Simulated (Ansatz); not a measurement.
A series in volume per atom on SiC

All results are calculated (Ansatz 0.2.0). Periodic Kohn-Sham DFT of a crystal at fixed atoms; pressure and stress are positive in compression; the energy is the free energy less that of spherical unpolarised free atoms; site moments are those in the method's own spheres, positive along +z.

Cell of the first row (space group Fm-3m, No. 225):
```
cell vectors (Å)
   0.0000     2.0022     2.0022
   2.0022     0.0000     2.0022
   2.0022     2.0022     0.0000
atoms (fractions of the cell vectors)
Si  0.00000  0.00000  0.00000
C   0.50000  0.50000  0.50000
```

Settings of every row: method all-electron LAPW; functional PBE; relativity scalar; k mesh 13x13x13; filling fermi-dirac; smearing width 0.05 eV; basis error target 0.25 meV/atom; nucleus gaussian.

Atom start moment: 0 on all atoms.

Limits: the cell comes from a prototype or a list of computed structures and needn't be the stable phase.

```
row  volume per atom (Å³)  energy less free atoms (eV/atom)  pressure (GPa)
  1                 8.027                           -6.7766          10.694
  2                 8.194                                 ?               ?
  3                 8.361                           -6.7877           0.221
  4                 8.529                           -6.7853          -4.659
  5                 8.696                           -6.7781          -9.059
```

Question: what energy less free atoms and pressure should row 2 give?

Worked fit of energy less free atoms. Take u = (V_r/V)^(2/3) − 1 with V_r = 8.445 Å³ an atom, which is twice the finite (Eulerian) strain; such expansions in the strain, on which the Birch-Murnaghan equation of state is built, carry the rest volume and the bulk modulus. The shown rows have u = 0.03442, 0.00669, -0.00658, -0.01934. Least squares give energy less free atoms = −6.78712 − 0.188 × u + 14.34 × u² eV/atom; a straight line predicts inner rows, each left out in turn, worse (root mean square 0.0063 against 8.6e-05 eV/atom). All shown rows lie on it to the printed digit. The withheld row has u = 0.02032, so the fit gives −6.78712 − 0.188 × (0.02032) + 14.34 × (0.02032)² = -6.7850 eV/atom.

The calculation gave -6.7848 eV/atom. The fit lies 0.0002 eV/atom (1.8 % of the column's range) below it; its largest miss of a shown row is 0.0000 eV/atom.

Worked fit of pressure. Take u = (V_r/V)^(2/3) − 1 with V_r = 8.445 Å³ an atom, which is twice the finite (Eulerian) strain; such expansions in the strain, on which the Birch-Murnaghan equation of state is built, carry the rest volume and the bulk modulus. The shown rows have u = 0.03442, 0.00669, -0.00658, -0.01934. Least squares give pressure = −2.2512 + 361.358 × u + 432.86 × u² GPa; a straight line predicts inner rows, each left out in turn, worse (root mean square 0.19 against 0.099 GPa). The rows lie off it by -0.006, 0.035, -0.049, 0.019 (root mean square 0.032 GPa). The pressure vanishes at u = 0.0062, or V = 8.367 Å³ an atom, and there the bulk modulus at fixed shape and fractions is B = −V dP/dV = (2/3)(1 + u) dP/du = 246 GPa. The withheld row has u = 0.02032, so the fit gives −2.2512 + 361.358 × (0.02032) + 432.86 × (0.02032)² = 5.270 GPa.

The calculation gave 5.265 GPa. The fit lies 0.005 GPa (0.025 % of the column's range) above it; its largest miss of a shown row is 0.049 GPa.
